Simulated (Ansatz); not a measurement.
A plane-wave DFT run in Ansatz 0.2.0 (scalar-relativistic PAW potentials unless the input names others): input and command.

```yaml
crystal:
  lattice:
    - [0.0, 2.1022320395, 2.1022320395]
    - [2.1022320395, 0.0, 2.1022320395]
    - [2.1022320395, 2.1022320395, 0.0]
  atoms:
    - { symbol: Mg, position: [0.0, 0.0, 0.0] }
    - { symbol: O, position: [0.5, 0.5, 0.5] }
basis:
  ecutwfc: 500
kpoints:
  mp_grid: { grid: [10, 10, 10] }
hamiltonian:
  xc: r2scan
scf:
  occupations: { method: gaussian, width: 0.02 }
  mixing: { algorithm: anderson, beta: 0.001, ndim: 1 }
  max_iter: 100
output:
  forces: true
  eigenvalues: true
  stress: true
```

```bash
ansatz run input.yaml --threads 1 --pin off --max-ram 3072MiB --backend cpu --events-out ev --progress --plain --runs-dir out
```

Abridged log:
```
Basis set: ecut = 500 eV, 459 PW (Γ), exchange–correlation on 96×96×96 points (64 copies of the dense FFT grid, shifted against one another)
Bands: 12, of which v1, the nominal top of the filled ones, is band 8 counted from 1 (7 counted from 0)
Symmetry: 48 space group operations
k-points: 47 of 1000
SCF iter   1: F=—  HF=-2498.250321 eV  |F-HF|=—  |Δ(HF+E_count)|=         —  Δρ=9.88e-3  dr2=1.06e-2  dr2_τ=7.17e-2  ethr=1.77e-3  ⟨swp⟩=5.9  Hψ=3377  notcnv=0
SCF iter   2: F=—  HF=-2498.339737 eV  |F-HF|=—  |Δ(HF+E_count)|=   8.94e-2  Δρ=1.08e-2  dr2=1.52e-2  dr2_τ=3.09e-4  ethr=6.60e-5  ⟨swp⟩=3.5  Hψ=1504  notcnv=0
SCF iter   3: F=—  HF=-2498.339746 eV  |F-HF|=—  |Δ(HF+E_count)|=   8.79e-6  Δρ=1.08e-2  dr2=1.52e-2  dr2_τ=3.24e-4  ethr=6.60e-5  ⟨swp⟩=1.0  Hψ=564  notcnv=0
SCF iter   4: F=—  HF=-2498.339731 eV  |F-HF|=—  |Δ(HF+E_count)|=   1.45e-5  Δρ=1.08e-2  dr2=1.52e-2  dr2_τ=3.23e-4  ethr=6.60e-5  ⟨swp⟩=1.0  Hψ=564  notcnv=0
SCF iter   5: F=—  HF=-2498.339716 eV  |F-HF|=—  |Δ(HF+E_count)|=   1.48e-5  Δρ=1.08e-2  dr2=1.51e-2  dr2_τ=3.23e-4  ethr=6.60e-5  ⟨swp⟩=1.0  Hψ=564  notcnv=0
SCF iter   6: F=—  HF=-2498.339702 eV  |F-HF|=—  |Δ(HF+E_count)|=   1.49e-5  Δρ=1.07e-2  dr2=1.51e-2  dr2_τ=3.22e-4  ethr=6.60e-5  ⟨swp⟩=1.0  Hψ=564  notcnv=0
SCF iter   7: F=—  HF=-2498.339687 eV  |F-HF|=—  |Δ(HF+E_count)|=   1.46e-5  Δρ=1.07e-2  dr2=1.50e-2  dr2_τ=3.21e-4  ethr=6.60e-5  ⟨swp⟩=1.0  Hψ=564  notcnv=0
SCF iter   8: F=—  HF=-2498.339672 eV  |F-HF|=—  |Δ(HF+E_count)|=   1.48e-5  Δρ=1.07e-2  dr2=1.50e-2  dr2_τ=3.20e-4  ethr=6.60e-5  ⟨swp⟩=1.0  Hψ=564  notcnv=0
   ...
SCF iter  28: F=-2498.330339 eV  HF=-2498.339391 eV  |F-HF|=9.05e-3  |Δ(HF+E_count)|=   1.35e-5  Δρ=1.04e-2  dr2=1.42e-2  dr2_τ=3.06e-4  ethr=6.60e-5  ⟨swp⟩=1.0  Hψ=752  notcnv=0
SCF iter  29: F=-2498.330354 eV  HF=-2498.339377 eV  |F-HF|=9.02e-3  |Δ(HF+E_count)|=   1.38e-5  Δρ=1.04e-2  dr2=1.41e-2  dr2_τ=3.05e-4  ethr=6.60e-5  ⟨swp⟩=1.0  Hψ=752  notcnv=0
SCF iter  30: F=-2498.330370 eV  HF=-2498.339363 eV  |F-HF|=8.99e-3  |Δ(HF+E_count)|=   1.34e-5  Δρ=1.04e-2  dr2=1.41e-2  dr2_τ=3.05e-4  ethr=6.60e-5  ⟨swp⟩=1.0  Hψ=752  notcnv=0
SCF iter  31: F=-2498.330390 eV  HF=-2498.339355 eV  |F-HF|=8.97e-3  |Δ(HF+E_count)|=   8.67e-6  Δρ=1.04e-2  dr2=1.41e-2  dr2_τ=3.04e-4  ethr=6.25e-6  ⟨swp⟩=1.0  Hψ=1316  notcnv=0
Mixer restart at iter 31: flushing history
iteration 31: the SCF's residuals had fallen too slowly under its mixing. It goes on by minimising its free energy, and can end on another state than longer mixing would; under `scf.algorithm: density_mixing` no SCF does so, but by `scf.convergence.dm_fallback`
SCF iter  32: F=—  HF=-2498.335586 eV  |F-HF|=—  |Δ(HF+E_count)|=   3.77e-3  Δρ=3.24e-3  dr2=9.09e-4  dr2_τ=1.01e-4  ethr=6.25e-6  ⟨swp⟩=2.4  Hψ=5576  notcnv=0
SCF iter  33: F=—  HF=-2498.335015 eV  |F-HF|=—  |Δ(HF+E_count)|=   5.71e-4  Δρ=2.78e-4  dr2=8.03e-6  dr2_τ=7.82e-7  ethr=5.68e-6  ⟨swp⟩=2.1  Hψ=3027  notcnv=0
SCF iter  34: F=-2498.335011 eV  HF=-2498.335011 eV  |F-HF|=3.78e-10  |Δ(HF+E_count)|=   4.49e-6  Δρ=4.54e-6  dr2=1.30e-9  dr2_τ=3.12e-10  ethr=6.25e-10  ⟨swp⟩=3.9  Hψ=2304  notcnv=0
SCF iter  35: F=-2498.335011 eV  HF=-2498.335011 eV  |F-HF|=3.78e-10  |Δ(HF+E_count)|=  4.09e-12  Δρ=4.53e-6  dr2=1.30e-9  dr2_τ=3.11e-10  ethr=8.14e-12  ⟨swp⟩=2.1  Hψ=1932  notcnv=0
SCF 1 converged in 35 iterations: F = -2498.335011 eV  dr2 = 1.30e-9
SCF converged after 35 iterations
Free energy (F): -2498.335011 eV
Harris-Foulkes:  -2498.335011 eV  (|F-HF|=3.78e-10)
Internal energy: -2498.335011 eV  (E = F + TS)
E sigma→0 (E₀):  -2498.335011 eV
Fermi energy:    10.626897 eV
--- Forces (eV/Å), atoms counted from 1 ---
  atom   1  Mg     0.00000000     0.00000000     0.00000000
  atom   2  O      0.00000000     0.00000000     0.00000000
--- Stress (GPa, compression-positive) ---
       -0.002003       0.000000       0.000000
        0.000000      -0.002003       0.000000
        0.000000       0.000000      -0.002003
  P = ⅓ Tr σ = -0.0020 GPa (-0.020 kbar)
```

One setting here is unusual or wrong in general: mixing far too weak (scf.mixing: not typed → {"algorithm": "anderson", "beta": 0.001, "ndim": 1}). For this cell it did little harm to the result: the run converged in 35 SCF iterations with an energy at zero smearing within 0.01 meV/atom of the reference's, pressure 0.00 GPa, largest force 0.000 eV/Å, gap on the mesh 5.68 eV. A reference run on usual settings, whose relaxation ended at this geometry, converged, and the end of its own relaxation has pressure 0.00 GPa, largest force 0.000 eV/Å, gap on the mesh 5.68 eV.

The run took 3.8 s on 1 thread of Intel(R) Xeon(R) 6975P-C (Granite Rapids), with other jobs on the host, peak memory 0.39 GiB.